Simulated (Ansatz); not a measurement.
# MoSe2: the cost of one run

Computed with Ansatz 0.2.0 (DFT PBE+D3(BJ), scalar-relativistic, plane waves, PAW, unless a step's input says otherwise).

The COD entry's cell or inner coordinates are ideal or old and differ from later refinements, so a difference from it is no clean test against experiment.

2 further runs of the same task are left out: 2 set aside as unsound or not needed.

### Step 1. The structure to begin with

Symmetry: P6_3/mmc, No. 194, hexagonal system. The conventional cell has a = 3.276 Å, b = 3.276 Å, c = 12.732 Å, α = 90.00°, β = 90.00°, γ = 120.00°. Around Mo (site symmetry -6m2) lie 6 Se at 2.53 Å. Around Se (site symmetry 3m) lie 3 Mo at 2.53 Å.

As a file:

```
Mo Se
1.0
     3.27620    0.00000    0.00000
    -1.63810    2.83727    0.00000
     0.00000    0.00000   12.73177
Mo Se
2 4
Direct
  0.33333 0.66667 0.25000
  0.66667 0.33333 0.75000
  0.33333 0.66667 0.61848
  0.66667 0.33333 0.11848
  0.33333 0.66667 0.88152
  0.66667 0.33333 0.38152
```

This cell was relaxed beforehand with the same method: volume 19.72 Å³/atom, gap on the mesh 0.77 eV.

### Step 2. Static run: bands, density of states and charges

input.yaml

```yaml
crystal:
  lattice:
    - [3.2761977749, 0.0, 0.0]
    - [-1.6380988874, 2.8372705009, 0.0]
    - [0.0, 0.0, 12.7317696647]
  atoms:
    - { symbol: Mo, position: [0.3333333333, 0.6666666667, 0.25] }
    - { symbol: Mo, position: [0.6666666667, 0.3333333333, 0.75] }
    - { symbol: Se, position: [0.3333333333, 0.6666666667, 0.6184761016] }
    - { symbol: Se, position: [0.6666666667, 0.3333333333, 0.1184761016] }
    - { symbol: Se, position: [0.3333333333, 0.6666666667, 0.8815238984] }
    - { symbol: Se, position: [0.6666666667, 0.3333333333, 0.3815238984] }
basis:
  ecutwfc: 420
kpoints:
  mp_grid: { grid: [12, 12, 2] }
  band_path:
    path:
      - [[0.0, 0.0, 0.0], [0.5, 0.0, 0.0], [0.33333333, 0.33333333, 0.0], [0.0, 0.0, 0.0], [0.0, 0.0, 0.5], [0.5, 0.0, 0.5], [0.33333333, 0.33333333, 0.5], [0.0, 0.0, 0.5]]
      - [[0.5, 0.0, 0.5], [0.5, 0.0, 0.0]]
      - [[0.33333333, 0.33333333, 0.5], [0.33333333, 0.33333333, 0.0]]
    npoints: 14
hamiltonian:
  xc: pbe
  dispersion: d3bj
scf:
  occupations: { method: gaussian, width: 0.02 }
  n_extra_bands: 15
output:
  forces: true
  stress: true
  eigenvalues: true
  populations: true
  dos: { projected: true, de: 0.02, nscf_kmesh: { grid: [18, 18, 3] } }
  bader: true
  write_density: true
  write_potential: true
  elf: true
  volumetric_format: npy
```

Run with:

```console
> ansatz run input.yaml --threads 1 --pin off --max-ram 2560MiB --backend cpu --events-out ev --progress --plain --runs-dir out
```

What time and memory should one allow on 1 thread of Intel Xeon Platinum 8259CL at 2.50GHz (Skylake/Cascade Lake), shared host?

About 2.1 min, with a peak of 0.8 GiB.
